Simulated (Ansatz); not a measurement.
# AlAu in Ansatz: convergence with k mesh

Input of the first run (k mesh 3 × 3 × 3); the others differ in this setting and in those tied to it:

The input input.yaml:

```yaml
crystal:
  lattice:
    - [3.223942, 0.0, 0.0]
    - [0.0, 3.223942, 0.0]
    - [0.0, 0.0, 3.223942]
  atoms:
    - { symbol: Au, position: [0.5, 0.5, 0.5] }
    - { symbol: Al, position: [0.0, 0.0, 0.0] }
hamiltonian:
  xc: pbesol
  pseudopotentials: { kind: paw_fr }
magnetization:
  noncollinear: true
  spin_orbit: true
kpoints:
  mp_grid: { grid: [3, 3, 3] }
scf:
  occupations: { method: cold, width: 0.05 }
output:
  forces: true
  stress: true
  eigenvalues: true
```

Potentials or basis: Ansatz PAW.

The run is started by

```sh
$ ansatz run input.yaml --threads 2 --pin off --max-ram 5632MiB --backend cpu --events-out ev --progress --plain --runs-dir out
```

The cell comes from a database or a generator and needn't be the stable form of this composition.

Hardware: 2 threads of Arm Neoverse V1 (shared host).

```
      k mesh  energy less the tightest run, at zero smearing (meV/atom)  pressure (GPa)  gap on the mesh (eV)  SCF cycles  CPU time (s)  peak memory (GiB)
   3 × 3 × 3                                                     199.23           -3.05                 0.000           7           1.5               0.31
   4 × 4 × 4                                                      28.99           -9.12                 0.340           7           2.2               0.33
   5 × 5 × 5                                                      26.39           -4.26                 0.000           8           2.4               0.33
   6 × 6 × 6                                                     -11.81           -6.18                 0.000           8           3.9               0.36
   7 × 7 × 7                                                     -10.22           -6.76                 0.000           8             4               0.36
   9 × 9 × 9                                                      -0.98           -6.35                 0.000           8           6.3               0.39
11 × 11 × 11                                                      -0.60           -5.95                 0.000           8           9.3               0.41
13 × 13 × 13                                                       0.00           -5.96                 0.000           8            13               0.45
```

Against the tightest run, the energy stays within 1 meV/atom from 9 × 9 × 9 on; the pressure stays within 0.1 GPa from 11 × 11 × 11 on; the gap on the mesh stays within 0.01 eV from 5 × 5 × 5 on. Meshes of other sizes hit other points, so gaps and Fermi surfaces needn't settle smoothly. The tightest run that finished is the yardstick and may itself not be fully converged.

Caveat, for the tightest run too: the PAW data sets come from PBE, with cores solved anew for the run's functional, which leaves a small shift of forces and pressure.
